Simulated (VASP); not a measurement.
# SrCd: F adatom to the next equal site, part 2 of 4

How hard is this move in SrCd: F adatom to the next equal site? Both ends are relaxed first, then a band of images between them. The start is a cell from a database of measured crystal structures.

VASP 6.6.1; PBEsol, spin-polarised, with small moments to start from; plane waves and PAW (Sr_sv, Cd, F).

So far: Starting point; Relax the start.

**2. Relax the start (continued)**

Parts of OUTCAR (step 2):

```text
ion  position               nearest neighbor table
   1  0.250  0.000  0.319-   9 3.47  10 3.47   9 3.47  10 3.47  11 3.47  12 3.47   2 4.00   2 4.00
                             3 4.00   3 4.00
   2  0.750  0.000  0.319-   9 3.47  10 3.47   9 3.47  10 3.47  11 3.47  12 3.47   1 4.00   1 4.00
                             4 4.00   4 4.00
   3  0.250  0.500  0.440-  14 3.46  12 3.47  11 3.47  11 3.47  12 3.47  10 3.47   9 3.47  13 3.48
                             5 3.99   5 4.00   4 4.00   4 4.00   1 4.00   1 4.00
   4  0.750  0.500  0.440-  14 3.45  13 3.46  11 3.47  12 3.47  11 3.47  12 3.47   9 3.47  10 3.47
                             6 4.00   6 4.00   3 4.00   3 4.00   2 4.00   2 4.00
   5  0.248  0.999  0.560-  13 3.44  11 3.45  14 3.46  15 3.47  12 3.47  16 3.48  13 3.49  14 3.49
                             6 3.98   3 3.99   3 4.00   7 4.01   7 4.01   6 4.03
   6  0.751  0.000  0.560-  13 3.43  14 3.45  11 3.46  15 3.46  12 3.47  16 3.47  13 3.48  14 3.49
                             5 3.98   4 4.00   4 4.00   8 4.00   5 4.03   8 4.04
   7  0.248  0.499  0.681-  17 2.76  15 3.45  13 3.46  15 3.47  16 3.47  16 3.48  14 3.49   8 3.99
                             5 4.01   5 4.01   8 4.01
   8  0.749  0.505  0.682-  15 3.43  16 3.44  13 3.48  16 3.48  14 3.49  15 3.51   7 3.99   6 4.00
                             7 4.01   6 4.04
   9  0.000  0.500  0.319-   1 3.47   2 3.47   1 3.47   2 3.47   3 3.47   4 3.47
  10  0.500  0.500  0.319-   1 3.47   2 3.47   1 3.47   2 3.47   3 3.47   4 3.47
  11  0.000  0.000  0.440-   5 3.45   6 3.46   3 3.47   4 3.47   3 3.47   4 3.47   1 3.47   2 3.47

 Found      4 irreducible k-points:

   k-points           NKPTS =      4   k-points in BZ     NKDIM =      4   number of bands    NBANDS=    121

   dimension x,y,z NGX =    40 NGY =   28 NGZ =  120
   dimension x,y,z NGXF=    80 NGYF=   56 NGZF=  240

   ENCUT  =  400.0 eV  29.40 Ry    5.42 a.u.  13.06  9.23 38.31*2*pi/ulx,y,z

   NELECT =     183.0000    total number of electrons

 k-points in reciprocal lattice and weights: Automatic mesh
   0.00000000  0.00000000  0.00000000       0.167
   0.50000000  0.00000000  0.00000000       0.167
   0.00000000  0.33333333  0.00000000       0.333
   0.50000000  0.33333333  0.00000000       0.333

 average (electrostatic) potential at core
       1 -42.3610       2 -42.3531       3 -41.9136       4 -41.9861       5 -41.7761
       6 -41.8641       7 -42.1282       8 -42.3353       9 -42.1372      10 -42.1371
      11 -42.1602      12 -42.1606      13 -42.0940      14 -42.0944      15 -42.2296
      16 -42.2283      17 -80.3746

 E-fermi :  -0.2965

 spin component 1
 k-point     1 :       0.0000    0.0000    0.0000
  band No.  band energies     occupation
    ...
     89      -0.8316      1.00000
     90      -0.7411      1.00000
     91      -0.5316      0.99956
     92      -0.4983      0.99784
     93      -0.3235      0.64867
     94      -0.2670      0.33823
     95      -0.1956      0.07667
     96      -0.1208      0.00647
     97       0.5110      0.00000
     98       0.5151      0.00000
    ...

 k-point     2 :       0.5000    0.0000    0.0000
  band No.  band energies     occupation
    ...
     88      -0.5438      0.99976
     89      -0.4177      0.95669
     90      -0.4064      0.93985
     91      -0.3394      0.72784
     92      -0.2995      0.51668
     93      -0.2876      0.44974
     94      -0.2140      0.12164
     95       0.1914      0.00000
     96       0.2205      0.00000
     97       0.3351      0.00000
    ...

 k-point     3 :       0.0000    0.3333    0.0000
  band No.  band energies     occupation
    ...
     88      -1.4593      1.00000
     89      -1.0830      1.00000
     90      -0.8091      1.00000
     91      -0.6158      1.00000
     92      -0.4789      0.99505
     93      -0.0854      0.00142
     94       0.0751      0.00000
     95       0.1666      0.00000
     96       0.2393      0.00000
     97       0.5367      0.00000
    ...

 k-point     4 :       0.5000    0.3333    0.0000
  band No.  band energies     occupation
    ...
     86      -1.6379      1.00000
     87      -1.0674      1.00000
     88      -1.0486      1.00000
     89      -0.9245      1.00000
     90      -0.8091      1.00000
     91      -0.2113      0.11410
     92      -0.0987      0.00257
     93      -0.0403      0.00015
     94       0.0167      0.00000
     95       0.1651      0.00000
    ...

 spin component 2
 k-point     1 :       0.0000    0.0000    0.0000
  band No.  band energies     occupation
    ...
     89      -0.8314      1.00000
     90      -0.7407      1.00000
     91      -0.5314      0.99955
     92      -0.4981      0.99782
     93      -0.3231      0.64673
     94      -0.2667      0.33654
     95      -0.1951      0.07581
     96      -0.1205      0.00639
     97       0.5112      0.00000
     98       0.5153      0.00000
    ...

 k-point     2 :       0.5000    0.0000    0.0000
  band No.  band energies     occupation
    ...
     88      -0.5435      0.99976
     89      -0.4173      0.95618
     90      -0.4062      0.93952
     91      -0.3391      0.72671
     92      -0.2992      0.51538
     93      -0.2873      0.44839
     94      -0.2136      0.12057
     95       0.1919      0.00000
     96       0.2209      0.00000
     97       0.3354      0.00000
    ...

  Total       -5.7020258     -3.7771409     -3.3024534      0.0024473      0.2065481      0.0040566
  in kB       -8.5804517     -5.6838704     -4.9695570      0.0036826      0.3108152      0.0061044
  external PRESSURE =      -6.4112930 kB  Pullay stress =       0.0000000 kB

  energy-cutoff  :      400.00
  volume of cell :     1064.71
      direct lattice vectors                 reciprocal lattice vectors
     8.006000000  0.000000000  0.000000000     0.124906320  0.000000000  0.000000000
     0.000000000  5.661096890  0.000000000     0.000000000  0.176644212  0.000000000
     0.000000000  0.000000000 23.491645335     0.000000000  0.000000000  0.042568325

 POSITION                                       TOTAL-FORCE (eV/Angst)
 -----------------------------------------------------------------------------------
      2.00150      0.00000      7.50000        -0.000436     -0.002295     -0.038624
      6.00450      0.00000      7.50000        -0.000387      0.005014     -0.005480
      2.00150      2.83055     10.33055        -0.000184     -0.036256     -0.097055
      6.00450      2.83055     10.33055        -0.000819     -0.029264     -0.039056
      2.00222      5.58612     13.10428        -0.003071     -0.007480      0.014494
      6.00386      5.61339     13.11458         0.001334      0.028513      0.013065
      1.99970      2.81045     16.19260         0.002198      0.018599     -0.008538
      6.00372      2.87139     15.98173         0.002380      0.025709     -0.005057
      0.00000      2.83055      7.50000        -0.012971     -0.007275      0.229927
      4.00300      2.83055      7.50000         0.012240     -0.007163      0.229967
      0.00000      0.00000     10.33055         0.003993      0.002235     -0.156412
      4.00300      0.00000     10.33055        -0.004674      0.001812     -0.157724
      0.11084      2.72517     13.34402         0.007146      0.009108     -0.006625
      3.89169      2.72572     13.34557        -0.006091      0.010677     -0.005941
      7.86756      0.02788     15.70560        -0.004368      0.007644      0.020227
      4.14235      0.03061     15.70712         0.006134      0.002116      0.018589
      2.00620      0.69856     17.01085        -0.002424     -0.021695     -0.005757
 -----------------------------------------------------------------------------------
    total drift:                                0.007256      0.041390     -0.016548

  FREE ENERGIE OF THE ION-ELECTRON SYSTEM (eV)
  ---------------------------------------------------
  free  energy   TOTEN  =       -32.1313057126 eV

  energy  without entropy=      -32.0632540470  energy(sigma->0) =      -32.09727988

 reached required accuracy - stopping structural energy minimisation

 total charge
# of ion       s       p       d       tot
------------------------------------------
    1        2.047   5.696   0.179   7.921
    2        2.046   5.696   0.180   7.922
    3        2.039   5.710   0.200   7.949
    4        2.038   5.707   0.199   7.944
    5        2.039   5.717   0.212   7.968
    6        2.037   5.714   0.218   7.968
    7        2.035   5.712   0.208   7.954
    8        2.044   5.704   0.196   7.943
    9        0.641   0.214   9.456  10.312
   10        0.641   0.214   9.456  10.311
   11        0.627   0.259   9.444  10.330
   12        0.627   0.259   9.444  10.330
   13        0.614   0.256   9.448  10.319
   14        0.614   0.257   9.448  10.319
   15        0.641   0.212   9.466  10.319
   16        0.641   0.212   9.466  10.319
   17        1.776   4.319   0.000   6.095
--------------------------------------------------
tot         23.146  51.858  77.221 152.224

 magnetization (x)
# of ion       s       p       d       tot
------------------------------------------
    1        0.000   0.000   0.000   0.000
    2        0.000   0.000   0.000   0.000
    3        0.000   0.000   0.000   0.000
    4        0.000   0.000   0.000   0.000
    5       -0.000   0.000   0.000   0.000
    6        0.000   0.000   0.000   0.000
    7        0.000   0.000   0.000   0.000
    8        0.000   0.000   0.000   0.000
    9       -0.000   0.000  -0.000   0.000
   10       -0.000   0.000  -0.000   0.000
   11       -0.000   0.000  -0.000   0.000
   12       -0.000   0.000  -0.000   0.000
   13       -0.000   0.000  -0.000   0.000
   14       -0.000   0.000  -0.000   0.000
   15        0.000   0.000  -0.000   0.000
   16        0.000   0.000  -0.000   0.000
   17        0.000  -0.000   0.000   0.000
--------------------------------------------------
tot          0.000   0.000   0.000   0.000

[... 2 further parts left out ...]
```

CONTCAR:

```
Sr8Cd8F
   1.00000000000000
     8.0060000000000002    0.0000000000000000    0.0000000000000000
     0.0000000000000000    5.6610968901999996    0.0000000000000000
     0.0000000000000000    0.0000000000000000   23.4916453352999994
  Sr              Cd              F
     8     8     1
Selective dynamics
Direct
     0.2500000000000000    0.0000000000000000    0.3192624400000028   F   F   F
     0.7500000000000000    0.0000000000000000    0.3192624400000028   F   F   F
     0.2500000000000000    0.5000000000000000    0.4397541499999988   F   F   F
     0.7500000000000000    0.5000000000000000    0.4397541499999988   F   F   F
     0.2500901422961840    0.9867561494238051    0.5578271374807171   T   T   T
     0.7499196408876708    0.9915730662585379    0.5582656651370904   T   T   T
     0.2497757430746814    0.4964495016963960    0.6892918425263338   T   T   T
     0.7499025506932214    0.5072135422836017    0.6803152888176264   T   T   T
     0.0000000000000000    0.5000000000000000    0.3192624400000028   F   F   F
     0.5000000000000000    0.5000000000000000    0.3192624400000028   F   F   F
     0.0000000000000000    0.0000000000000000    0.4397541499999988   F   F   F
     0.5000000000000000    0.0000000000000000    0.4397541499999988   F   F   F
     0.0138440579630506    0.4813862633564039    0.5680325984688160   T   T   T
     0.4860965854249147    0.4814823549334560    0.5680984764011017   T   T   T
     0.9827083844977174    0.0049241469653359    0.6685608894264029   T   T   T
     0.5174055550570793    0.0054067089598897    0.6686258291801458   T   T   T
     0.2505865419135078    0.1233961841442072    0.7241234266411007   T   T   T
```

The PAW data sets were made with PBE, which is usual practice but a small mismatch for other functionals.

Relaxation path (22 of 25):

```tsv
step	energy less that of the first step (eV)	largest force (eV/Å)
1	0.0000	0.9280
2	-0.0663	0.9040
3	-0.2374	0.7488
4	-0.1920	1.8607
6	-0.3205	0.4278
7	-0.3218	0.4039
8	-0.3547	0.2826
9	-0.3770	0.4953
10	-0.3987	0.2101
11	-0.3987	0.2086
12	-0.4104	0.1512
14	-0.4169	0.1944
15	-0.4243	0.0952
16	-0.4285	0.1090
17	-0.4288	0.1441
18	-0.4322	0.1043
19	-0.4348	0.0722
20	-0.4350	0.1113
22	-0.4387	0.0702
23	-0.4417	0.0708
24	-0.4439	0.0746
25	-0.4458	0.0314
```

The atoms that moved most (Å):

```tsv
atom	dx	dy	dz	length
F17	-0.007	0.209	-0.444	0.491
Cd15	-0.137	0.047	-0.284	0.319
Cd16	0.137	0.030	-0.274	0.308
Cd14	-0.113	-0.080	0.198	0.242
Cd13	0.121	-0.072	0.180	0.228
Sr7	0.014	-0.015	0.201	0.202
Sr5	0.015	-0.072	-0.047	0.087
Sr6	-0.013	-0.049	-0.041	0.065
```

The relaxed structure:

```cif
data_structure
_symmetry_space_group_name_H-M 'P 1'
_symmetry_Int_Tables_number 1
_cell_length_a 8.0060
_cell_length_b 5.6611
_cell_length_c 23.4916
_cell_angle_alpha 90.000
_cell_angle_beta 90.000
_cell_angle_gamma 90.000
_cell_volume 1064.71
loop_
_atom_site_label
_atom_site_type_symbol
_atom_site_fract_x
_atom_site_fract_y
_atom_site_fract_z
_atom_site_occupancy
Sr1 Sr 0.25000 0.00000 0.31926 1
Sr2 Sr 0.75000 0.00000 0.31926 1
Sr3 Sr 0.25000 0.50000 0.43975 1
Sr4 Sr 0.75000 0.50000 0.43975 1
Sr5 Sr 0.25009 0.98676 0.55783 1
Sr6 Sr 0.74992 0.99157 0.55827 1
Sr7 Sr 0.24978 0.49645 0.68929 1
Sr8 Sr 0.74990 0.50721 0.68032 1
Cd9 Cd 0.00000 0.50000 0.31926 1
Cd10 Cd 0.50000 0.50000 0.31926 1
Cd11 Cd 0.00000 0.00000 0.43975 1
Cd12 Cd 0.50000 0.00000 0.43975 1
Cd13 Cd 0.01384 0.48139 0.56803 1
Cd14 Cd 0.48610 0.48148 0.56810 1
Cd15 Cd 0.98271 0.00492 0.66856 1
Cd16 Cd 0.51741 0.00541 0.66863 1
F17 F 0.25059 0.12340 0.72412 1
```

Numbers from this step:

* electronic cycles: 380
* electrons: 183
* free energy (TOTEN): -32.13 eV
* energy at zero smearing: -32.10 eV
* Fermi energy: -0.2965 eV
* moment of the cell, from the last line of the log: 0 μB
* labelled metallic, from the levels on this mesh: yes

The spin moment in the PAW sphere vanishes on all atoms.

The run ended after 25 ionic steps, 0.446 eV below its first step, once the forces on the free atoms met EDIFFG = -0.04.

[end of part 2 of 4]

[Lines on the potential files, build, host, timing and source positions are cut from VASP's logs without a mark.]

[Logs are printed without paths, hosts, clocks, repeated set-up lines and the standing remarks that a program may print on its own settings, such as how far it seeks lower states.]

[Hosts, paths, dates, database ids (printed as entryN), source tags and the programs' standing remarks are cut or masked in the printed files.]

[Runs that stopped without an error message from VASP are left out.]
